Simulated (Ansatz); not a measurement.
## Ionic part of the dielectric constant of AlP at 30 GPa, mode by mode

Level of theory: DFT PBE, scalar-relativistic, plane waves, PAW (Ansatz 0.2.0). Settings: 420 eV plane-wave cutoff, Γ-centred 10×10×10 mesh, fixed occupations. No spin polarisation. Phonons by linear response, acoustic sum rule imposed.

The structure is cubic, space group F-43m (No. 216). The conventional cell has a = 5.104 Å, b = 5.104 Å, c = 5.104 Å, α = 90.00°, β = 90.00°, γ = 90.00°. Al (site symmetry -43m) has 4 P at 2.21 Å as nearest neighbours. P (site symmetry -43m) has 4 Al at 2.21 Å as nearest neighbours.

Other phases may be more stable at this pressure.

The primitive cell has V = 33.25 Å³ and ε∞,yy = 8.186. Each polar mode adds Δε = (4.92064×10⁷/V)·S/ν² along y, with S its oscillator strength in e²/amu, ν in cm⁻¹ and V in Å³.

Task: From these modes, find each Δε and ε0,yy.
```tsv
ν (cm⁻¹)	S_yy (e²/amu)
557.5	0.3109
```

Result:
```json
{"ν (cm⁻¹)": "557.5", "Δε": "1.48"}
```

The sum is 1.481, so ε0,yy = 9.67; the run's tensor has 9.67.

Task: Where do the longitudinal modes lie for a wave vector along y?

Result: At 606 cm⁻¹. The Lyddane–Sachs–Teller product Π(ν_LO/ν_TO)² = 1.18 matches ε0/ε∞ = 1.18.

Cost: 1 run of about 1.3 core-minutes, on Intel Xeon Processor @ 2.50GHz (Skylake/Cascade Lake) (shared hosts).

The static dielectric response of compressed AlP is mainly electronic: the lattice adds only 1.48 to an ε∞,yy of 8.186. Cubic symmetry makes the polar mode triply degenerate at the zone centre, so the yy component represents every direction. The bonds are polar enough for the Al and P sublattices to carry opposite dynamical charges, but their largely covalent sp³ network strongly resists relative displacement. This stiffness keeps the ionic term small; the atomic masses do not matter, because they cancel between the oscillator strength and the squared transverse frequency.

The same dynamical charges raise the longitudinal mode to 606 cm⁻¹ through the macroscopic field, while electronic screening limits the shift. PBE usually underestimates semiconductor gaps and so tends to overestimate ε∞; the true splitting may therefore be somewhat larger. Compression probably reduces the ionic term by stiffening the bonds, but a single volume can't separate that effect from changes in the dynamical charges.
